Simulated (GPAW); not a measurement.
Crystal: Ti.

```
Ti
1.0
     0.00000    2.03000    2.03000
     2.03000    0.00000    2.03000
     2.03000    2.03000    0.00000
Ti
1
Direct
  0.00000 0.00000 0.00000
```

This isn't the form of Ti at room conditions, which is hcp.

A sound run:

| Quantity | Value |
| --- | --- |
| Program | GPAW 26.7.0 |
| Task | single point |
| Functional | PBE |
| Potentials or basis | GPAW PAW data sets (gpaw-data 1.2.1) |
| Cutoff | 600 eV |
| Basis | pw |
| k mesh | 8 × 8 × 8 |
| Occupations | fermi-dirac, width 0.05 eV |
| Spin | no spin polarisation |

It gives pressure 3.9 GPa; band gap on the k mesh none (metal or under the smearing width).

Q: What do these careless settings give instead: cutoff 300 eV in place of 600 eV; k mesh 11 × 11 × 11 in place of 8 × 8 × 8?

A: Pressure -0.7 GPa; band gap on the k mesh none (metal or under the smearing width). The run converged, but these numbers show the error of the settings and aren't properties of the crystal.
